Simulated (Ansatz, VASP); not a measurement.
One calculation of W, two programs

```
W
1.0
    -1.58234    1.58234    1.58234
     1.58234   -1.58234    1.58234
     1.58234    1.58234   -1.58234
W
1
Direct
  0.00000 0.00000 0.00000
```

Alike in both runs: task single point; functional PBE; k mesh 12 × 12 × 12; occupations gaussian, width 0.1 eV; no spin polarisation.

```csv
,VASP,Ansatz
version,VASP 6.6.1,Ansatz 0.2.0
potentials or method,"VASP PAW PBE potentials, release 64 (W)",Ansatz PAW
plane-wave cutoff (eV),500,420
valence electrons in the cell,6,14
```

|  | VASP | Ansatz | Ansatz less VASP |
| --- | --- | --- | --- |
| gap on the k mesh at the Fermi level (eV) | none | none | - |
| pressure (GPa) | 2.3 | 5.9 | +3.60 |

A gap of «none» marks a metal or a gap that the smearing closes. One of these differences is far larger than is usual between the two programs; its cause wasn't traced. The two sets of potentials don't hold the same shells in valence.

Spin-orbit coupling is left out, which matters for the levels of W.
